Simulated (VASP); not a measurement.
# PtS2 (P-3m1) in VASP: notebook

One crystal, PtS2, is run at these levels: vdW-DF-cx, rev-vdW-DF2, optB86b-vdW, BEEF-vdW, HSE06; tasks: relaxation of cell and atoms, single point.

All numbers are computed with VASP 6.6.1; they aren't measurements. Logs are shortened: lines on timing, memory, paths and dates and some standing lists are left out, and cuts for length are marked.

## (1) The crystal as given

Symmetry: P-3m1, No. 164, trigonal system. The conventional cell has a = 3.543 Å, b = 3.543 Å, c = 5.039 Å, α = 90.00°, β = 90.00°, γ = 120.00°. Pt (site symmetry -3m) has 6 S at 2.34 Å as nearest neighbours. S (site symmetry 3m) is surrounded by 3 Pt at 2.34 Å.

## (2) Relaxation of cell and atoms, vdW-DF-cx

Input file INCAR:

```
  PREC = Accurate
  ENCUT = 600
  EDIFF = 1E-7
  ISMEAR = -1
  SIGMA = 0.05
  LREAL = False
  LASPH = True
  NELM = 60
  ALGO = Normal
  ISIF = 3
  LWAVE = False
  LCHARG = False
  GGA = CX
  LUSE_VDW = True
  AGGAC = 0.0
  IBRION = 2
  NSW = 60
  EDIFFG = -0.02
```

Input file KPOINTS:

```
Automatic mesh
0
Gamma
  9 9 5
```

Input file POSCAR:

```
PtS2
1.0
    3.5432000000      0.0000000000      0.0000000000
   -1.7716000000      3.0685012107      0.0000000000
    0.0000000000      0.0000000000      5.0388000000
Pt S
1 2
Direct
    0.0000000000      0.0000000000      0.0000000000
    0.6666666667      0.3333333333      0.7730000000
    0.3333333333      0.6666666667      0.2270000000
```

Potentials or basis: VASP PAW PBE potentials, release 64 (Pt, S).

Launch:

```bash
cat potpaw_PBE.64/Pt/POTCAR potpaw_PBE.64/S/POTCAR > POTCAR
mpirun -np 1 vasp_std > vasp.out
```

OUTCAR:

```text
PREC = Accurate
   ENCUT = 600
   EDIFF = 1E-7
   ISMEAR = -1
   LREAL = False
   LASPH = True
   NELM = 60
   ISIF = 3
   GGA = CX
   IBRION = 2
   NSW = 60
   EDIFFG = -0.02

 ion  position               nearest neighbor table
   1  0.000  0.000  0.000-   2 2.34   3 2.34   2 2.34   3 2.34   2 2.34   3 2.34
   2  0.667  0.333  0.773-   1 2.34   1 2.34   1 2.34
   3  0.333  0.667  0.227-   1 2.34   1 2.34   1 2.34

  LATTYP: Found a hexagonal cell.
 ALAT       =     3.5432000000
 C/A-ratio  =     1.4221043125

  Lattice vectors:

 A1 = (   3.5432000000,   0.0000000000,   0.0000000000)
 A2 = (  -1.7716000000,   3.0685012107,   0.0000000000)
 A3 = (   0.0000000000,   0.0000000000,   5.0388000000)

Analysis of symmetry for initial positions (statically):
=====================================================================
 Subroutine PRICEL returns:
 Original cell was already a primitive cell.

 Routine SETGRP: Setting up the symmetry group for a
 hexagonal supercell.

 Subroutine GETGRP returns: Found 12 space group operations
 (whereof 12 operations were pure point group operations)
 out of a pool of 24 trial point group operations.

The static configuration has the point symmetry D_3d.

Analysis of symmetry for dynamics (positions and initial velocities):
=====================================================================
 Subroutine PRICEL returns:
 Original cell was already a primitive cell.

 Routine SETGRP: Setting up the symmetry group for a
 hexagonal supercell.

 Subroutine GETGRP returns: Found 12 space group operations
 (whereof 12 operations were pure point group operations)
 out of a pool of 24 trial point group operations.

The dynamic configuration has the point symmetry D_3d.

 Subroutine INISYM returns: Found 12 space group operations
 (whereof 12 operations are pure point group operations),
 and found     1 'primitive' translations

----------------------------------------------------------------------------------------

                                     Primitive cell

  volume of cell :      54.7834

  direct lattice vectors                    reciprocal lattice vectors
     3.543200000  0.000000000  0.000000000     0.282230752  0.162946001  0.000000000
    -1.771600000  3.068501211  0.000000000     0.000000000  0.325892001  0.000000000
     0.000000000  0.000000000  5.038800000     0.000000000  0.000000000  0.198459951

  length of vectors
     3.543200000  3.543200000  5.038800000     0.325892001  0.325892001  0.198459951

  position of ions in fractional coordinates (direct lattice)
     0.000000000  0.000000000  0.000000000
     0.666666667  0.333333333  0.773000000
     0.333333333  0.666666667  0.227000000

  ion indices of the primitive-cell ions
   primitive index   ion index
                 1           1
                 2           2
                 3           3

----------------------------------------------------------------------------------------

 KPOINTS: Automatic mesh

Automatic generation of k-mesh.
 Grid dimensions read from file:
 generate k-points for:    9    9    5

 Generating k-lattice:

  Cartesian coordinates                     Fractional coordinates (reciprocal lattice)
     0.031358972  0.018105111  0.000000000     0.111111111  0.000000000  0.000000000
     0.000000000  0.036210222  0.000000000     0.000000000  0.111111111  0.000000000
     0.000000000  0.000000000  0.039691990     0.000000000  0.000000000  0.200000000

  Length of vectors
     0.036210222  0.036210222  0.039691990

  Shift w.r.t. Gamma in fractional coordinates (k-lattice)
     0.000000000  0.000000000  0.000000000

 Subroutine IBZKPT returns following result:
 ===========================================

 Found     50 irreducible k-points:

 Following reciprocal coordinates:
            Coordinates               Weight
  0.000000  0.000000  0.000000      1.000000
  0.111111 -0.000000  0.000000      6.000000
  0.222222  0.000000  0.000000      6.000000
  0.333333  0.000000  0.000000      6.000000
  0.444444  0.000000  0.000000      6.000000
  0.111111  0.111111  0.000000      6.000000
[... 16 lines left out ...]
  0.222222  0.111111  0.200000     12.000000
 -0.111111  0.333333  0.200000     12.000000
 [... further k-points ...]
   k-points           NKPTS =     50   k-points in BZ     NKDIM =     50   number of bands    NBANDS=     15
   number of dos      NEDOS =    301   number of ions     NIONS =      3
   total plane-waves  NPLWV =  31360
   dimension x,y,z NGX =    28 NGY =   28 NGZ =   40
   dimension x,y,z NGXF=    56 NGYF=   56 NGZF=   80
   ions per type =               1   2
   NGX,Y,Z   is equivalent  to a cutoff of  13.14, 13.14, 13.20 a.u.
   NGXF,Y,Z  is equivalent  to a cutoff of  26.28, 26.28, 26.39 a.u.
 SYSTEM =  unknown system
   PREC   = accura    normal or accurate (medium, high low for compatibility)
   ISTART =      0    job   : 0-new  1-cont  2-samecut
   ICHARG =      2    charge: 1-file 2-atom 10-const
   ISPIN  =      1    spin polarized calculation?
   LNONCOLLINEAR =      F non collinear calculations
   LSORBIT =      F    spin-orbit coupling
   LASPH  =      T    aspherical Exc in radial PAW
   ENCUT  =  600.0 eV  44.10 Ry    6.64 a.u.   7.08  7.08 10.06*2*pi/ulx,y,z
   NELM   =     60;   NELMIN=  2; NELMDL= -5     # of ELM steps
   EDIFF  = 0.1E-06   stopping-criterion for ELM
   LREAL  =      F    real-space projection
   EDIFFG = -.2E-01   stopping-criterion for IOM
   NSW    =     60    number of steps for IOM
   IBRION =      2    ionic relax: 0-MD 1-quasi-New 2-CG
   NFREE  =      1    steps in history (QN), initial steepest desc. (CG)
   ISIF   =      3    stress and relaxation
   ISYM   =      2    0-nonsym 1-usesym 2-fastsym
   POTIM  = 0.5000    time-step for ionic-motion
   TEBEG  =    0.0;   TEEND  =   0.0 temperature during run
   PSTRESS=    0.0 pullay stress
   NELECT =      22.0000    total number of electrons
   NUPDOWN=      -1.0000    fix difference up-down
   EMIN   =  10.00;   EMAX   =-10.00  energy-range for DOS
   EFERMI =   0.00;   METHOD = LEGACY
   ISMEAR =    -1;   SIGMA  =   0.05  broadening in eV -4-tet -1-fermi 0-gaus
   EFERMI_NEDOS =   21; number of points for ismear=-14 and -15
   IALGO  =     38    algorithm
   IMIX   =      4    mixing-type and parameters
     AMIX     =   0.40;   BMIX     =  1.00
     AMIX_MAG =   1.60;   BMIX_MAG =  1.00
  volume/ion in A,a.u.               =      18.26       123.23
  Fermi-wavevector in a.u.,A,eV,Ry     =   1.207812  2.282434 19.848315  1.458810
  Thomas-Fermi vector in A             =   2.343439
   LORBIT       =      0    0 simple, 1 ext, 2 COOP (PROOUT), +10 PAW based schemes
   GGA     = CX    functional components
   LHFCALC =     F    Hartree Fock is set to
   AEXX    =    0.0000 exact exchange contribution
   IVDW_NL    =     1    kernel type
   BPARAM     = 6.3000
   IVDW    =     0    specifies the selected vdW correction
   LEPSILON=     F    determine dielectric tensor
   LRPA    =     F    only Hartree local field effects (RPA)
 conjugate gradient relaxation of ions
 non-spin polarized calculation
  energy-cutoff  :      600.00
  volume of cell :       54.78
 maximum number of plane-waves:      1863
   NGX = 15   NGY = 15   NGZ = 21

--------------------------------------- Ionic step        1  -------------------------------------------

 number of electron      22.0000000 magnetization

 Free energy of the ion-electron system (eV)
  ---------------------------------------------------
  ext. energy  EPLUGINS =         0.00000000
  ---------------------------------------------------
  free energy    TOTEN  =       -10.40131103 eV

  energy without entropy =      -10.40130550  energy(sigma->0) =      -10.40130827

------------------------ aborting loop because EDIFF is reached ----------------------------------------

  FORCE on cell =-STRESS in cart. coord.  units (eV):
  Direction    XX          YY          ZZ          XY          YZ          ZX
  --------------------------------------------------------------------------------------
  -------------------------------------------------------------------------------------
  Total        2.8616868      2.8616868      2.4613896      0.0000000     -0.0000000      0.0000000
  in kB       83.6919323     83.6919323     71.9849762      0.0000000     -0.0000000      0.0000000
  external PRESSURE =      79.7896136 kB  Pullay stress =       0.0000000 kB
[... 100 lines left out ...]
  energy  without entropy=      -10.4901365361  energy(sigma->0) =      -10.49014408

Total vdW correction in eV:      3.0617271

[... ionic steps 4 to 23 ...]

--------------------------------------- Ionic step       24  -------------------------------------------

 number of electron      21.9999999 magnetization

------------------------ aborting loop because EDIFF is reached ----------------------------------------
[... 73 lines left out ...]
--------------------------------------- Ionic step       26  -------------------------------------------

 number of electron      21.9999999 magnetization

 Free energy of the ion-electron system (eV)
  ---------------------------------------------------
  ext. energy  EPLUGINS =         0.00000000
  ---------------------------------------------------
  free energy    TOTEN  =       -10.53000889 eV

  energy without entropy =      -10.52922083  energy(sigma->0) =      -10.52961486

 E-fermi :   7.6488     XC(G=0): -11.0488

 val. band max:        7.6275607457   @ k =   0.0000   0.0000   0.0000
 cond. band min:       7.8367441009   @ k =   0.3333   0.3333   0.0000
 fundamental gap:      0.2091833552
 Fermi energy:         7.6488184428

 k-point     1 :       0.0000    0.0000    0.0000
  band No.  band energies     occupation
      1      -8.1745      2.00000
      2      -4.8694      2.00000
      3       0.1041      2.00000
      4       0.6346      2.00000
      5       0.6346      2.00000
      6       3.4412      2.00000
      7       3.4412      2.00000
      8       5.1798      2.00000
      9       6.0990      2.00000
     10       6.0990      2.00000
     11       7.6276      1.20943
     12       8.9149      0.00000
     13       8.9149      0.00000
     14      11.3572      0.00000
[... 401 lines left out ...]
      2      -5.5383      2.00000
      3       0.5204      2.00000
      4       1.0260      2.00000
      5       1.6173      2.00000
      6       2.2116      2.00000
      7       2.9826      2.00000
      8       4.1077      2.00000
      9       5.2703      2.00000
     10       5.6075      2.00000
     11       6.8260      2.00000
     12       8.0510      0.00064
     13       8.8685      0.00000
     14      12.5273      0.00000
     15      14.1838      0.00000

 [... further k-points ...]

------------------------ aborting loop because EDIFF is reached ----------------------------------------

  FORCE on cell =-STRESS in cart. coord.  units (eV):
  Direction    XX          YY          ZZ          XY          YZ          ZX
  --------------------------------------------------------------------------------------
  -------------------------------------------------------------------------------------
  Total       -0.0123263     -0.0123263      0.0225334     -0.0000000      0.0000000      0.0000000
  in kB       -0.3749852     -0.3749852      0.6855018     -0.0000000      0.0000000      0.0000000
  external PRESSURE =      -0.0214895 kB  Pullay stress =       0.0000000 kB
[... 22 lines left out ...]
  energy  without entropy=      -10.5292208317  energy(sigma->0) =      -10.52961486

Total vdW correction in eV:      2.8816457

 reached required accuracy - stopping structural energy minimisation
```

Run time: 19 min. Hardware: 1 thread of Intel Xeon Platinum 8488C (Sapphire Rapids), shared host; peak memory 0.43 GiB.

What came out:

| Item | Value |
| --- | --- |
| Free energy | -10.5300 eV |
| Relaxed volume | 17.56 Å³/atom |
| Relaxed cell | a = 3.580 Å, b = 3.580 Å, c = 4.745 Å, α = 90.00°, β = 90.00°, γ = 120.00° |
| Space group after relaxing (to 0.05 Å) | P-3m1 (No. 164) |
| Energy gained by relaxing | 42.9 meV/atom |
| Ionic steps | 26 |
| Pressure after relaxing | 0.0 GPa |
| Largest force after relaxing | 0.016 eV/Å |
| Band gap on the k mesh | 0.21 eV, indirect (least direct gap 0.90 eV) |

Forces in eV/Å, atoms in the order of the input:
```
Pt   0.000  0.000  0.000
S    0.000  0.000 -0.016
S    0.000  0.000  0.016
```

Stress tensor (GPa, compression positive):
```
-0.04  0.00  0.00
 0.00 -0.04  0.00
 0.00  0.00  0.07
```

Step by step:
| step | energy change (eV) | largest force (eV/Å) | pressure (GPa) | volume (Å³) |
| --- | --- | --- | --- | --- |
| 1 | 0.0000 | 1.2809 | 7.98 | 54.78 |
| 2 | 0.1628 | 1.0037 | -12.00 | 62.31 |
| 3 | -0.0888 | 0.2961 | -1.08 | 57.40 |
| 4 | -0.0889 | 0.3244 | -0.83 | 57.31 |
| 5 | -0.1023 | 0.2058 | -0.56 | 56.87 |
| 6 | -0.1083 | 0.0587 | -0.23 | 56.33 |
| 7 | -0.1083 | 0.0526 | -0.21 | 56.31 |
| 8 | -0.1103 | 0.0662 | -0.07 | 56.05 |
| 9 | -0.1154 | 0.1073 | 0.38 | 55.25 |
| 10 | -0.1215 | 0.1947 | 1.48 | 53.65 |
| 11 | -0.1061 | 0.3730 | 4.55 | 50.44 |
| 12 | -0.1206 | 0.2632 | 2.14 | 53.09 |
| 13 | -0.1210 | 0.2582 | 2.10 | 53.07 |
| 14 | -0.1220 | 0.2436 | 1.98 | 52.99 |
| 15 | -0.1238 | 0.2143 | 1.74 | 52.85 |
| 16 | -0.1264 | 0.1571 | 1.28 | 52.56 |
| 17 | -0.1275 | 0.0468 | 0.46 | 51.96 |
| 18 | -0.1278 | 0.0781 | 0.68 | 52.13 |
| 19 | -0.1281 | 0.0699 | 0.57 | 52.22 |
| 20 | -0.1285 | 0.0451 | 0.24 | 52.50 |
| 21 | -0.1283 | 0.0047 | -0.39 | 53.06 |
| 22 | -0.1286 | 0.0269 | -0.02 | 52.72 |
| 23 | -0.1286 | 0.0290 | 0.03 | 52.69 |
| 24 | -0.1286 | 0.0281 | 0.00 | 52.70 |
| 25 | -0.1286 | 0.0251 | 0.00 | 52.69 |
| 26 | -0.1287 | 0.0162 | 0.00 | 52.67 |

Final structure:
```xyz
3
Lattice="3.5800 0.0000 0.0000 -1.7900 3.1004 0.0000 0.0000 0.0000 4.7449" Properties=species:S:1:pos:R:3 pbc="T T T"
Pt    0.0000    0.0000    0.0000
S     1.7900    1.0335    3.5343
S     0.0000    2.0669    1.2106
```

Caveat: the PAW data sets were made with another functional, which shifts forces and pressure a little; spin-orbit coupling is left out, which moves the levels of the heavy elements; an odd mesh through Γ misses points on the zone boundary, where band edges often lie.

## (3) Relaxation of cell and atoms, rev-vdW-DF2

Input file INCAR:

```
AGGAC = 0.0
ALGO = Normal
EDIFF = 1E-6
EDIFFG = -0.02
ENCUT = 600
GGA = MK
IBRION = 2
ISIF = 3
ISMEAR = -1
LASPH = T
LCHARG = F
LREAL = F
LUSE_VDW = T
LWAVE = F
NELM = 100
NSW = 60
PARAM1 = 0.1234
PARAM2 = 0.711357
PREC = Accurate
SIGMA = 0.05
ZAB_VDW = -1.8867
```

Input file KPOINTS:

```
k-points
0
Gamma
  9 9 5
```

POSCAR is that of step 2.

Potentials or basis: VASP PAW PBE potentials, release 64 (Pt, S).

Launch:

```bash
cat potpaw_PBE.64/Pt/POTCAR potpaw_PBE.64/S/POTCAR > POTCAR
mpirun -np 1 vasp_std > vasp.out
```

Wall time 10 min (1 thread of Intel Xeon Platinum 8488C (Sapphire Rapids), shared host); peak memory 0.43 GiB.

Results (log left out):

| Property | Result |
| --- | --- |
| Free energy | -10.7937 eV |
| Relaxed volume | 18.14 Å³/atom |
| Relaxed cell | a = 3.588 Å, b = 3.588 Å, c = 4.881 Å, α = 90.00°, β = 90.00°, γ = 120.00° |
| Space group after relaxing (to 0.05 Å) | P-3m1 (No. 164) |
| Energy gained by relaxing | 50.7 meV/atom |
| Ionic steps | 18 |
| Pressure after relaxing | 0.0 GPa |
| Largest force after relaxing | 0.016 eV/Å |
| Band gap on the k mesh | 0.38 eV, indirect (least direct gap 0.91 eV) |

Forces on the atoms (eV/Å):
```
Pt   0.000  0.000  0.000
S    0.000  0.000 -0.016
S    0.000  0.000  0.016
```

Stress tensor (GPa, compression positive):
```
0.00 0.00 0.00
0.00 0.00 0.00
0.00 0.00 0.14
```

The path:
| step | energy change (eV) | largest force (eV/Å) | pressure (GPa) | volume (Å³) |
| --- | --- | --- | --- | --- |
| 1 | 0.0000 | 1.4232 | 9.80 | 54.78 |
| 2 | 0.2167 | 1.1496 | -12.93 | 64.12 |
| 3 | -0.1255 | 0.2669 | -1.02 | 58.02 |
| 4 | -0.1257 | 0.3028 | -0.68 | 57.90 |
| 5 | -0.1374 | 0.1873 | -0.47 | 57.52 |
| 6 | -0.1425 | 0.0515 | -0.21 | 57.08 |
| 7 | -0.1425 | 0.0426 | -0.18 | 57.06 |
| 8 | -0.1436 | 0.0564 | -0.04 | 56.84 |
| 9 | -0.1461 | 0.0998 | 0.44 | 56.20 |
| 10 | -0.1476 | 0.1865 | 1.51 | 54.92 |
| 11 | -0.1478 | 0.1831 | 1.52 | 54.90 |
| 12 | -0.1482 | 0.1759 | 1.47 | 54.84 |
| 13 | -0.1490 | 0.1619 | 1.35 | 54.73 |
| 14 | -0.1503 | 0.1345 | 1.15 | 54.50 |
| 15 | -0.1514 | 0.0812 | 0.77 | 54.05 |
| 16 | -0.1514 | 0.0714 | 0.71 | 53.97 |
| 17 | -0.1517 | 0.0584 | 0.55 | 54.09 |
| 18 | -0.1522 | 0.0161 | 0.05 | 54.43 |

Final structure:
```cif
data_structure
_symmetry_space_group_name_H-M 'P 1'
_symmetry_Int_Tables_number 1
_cell_length_a 3.5884
_cell_length_b 3.5884
_cell_length_c 4.8814
_cell_angle_alpha 90.000
_cell_angle_beta 90.000
_cell_angle_gamma 120.000
_cell_volume 54.43
loop_
_atom_site_label
_atom_site_type_symbol
_atom_site_fract_x
_atom_site_fract_y
_atom_site_fract_z
_atom_site_occupancy
Pt1 Pt 0.00000 0.00000 0.00000 1
S1 S 0.66667 0.33333 0.75028 1
S2 S 0.33333 0.66667 0.24972 1
```

Levels at points of the mesh, in eV from the valence-band top:
```tsv
k point	band 8	band 9	band 10	band 11	band 12	band 13	band 14	band 15
(0.00, 0.00, 0.00)	-2.26	-1.35	-1.35	0.00	1.55	1.55	4.13	4.96
```

Caveat: the PAW data sets were made with another functional, which shifts forces and pressure a little; spin-orbit coupling is left out, which moves the levels of the heavy elements; an odd mesh through Γ misses points on the zone boundary, where band edges often lie.

[end of part 1 of 3]
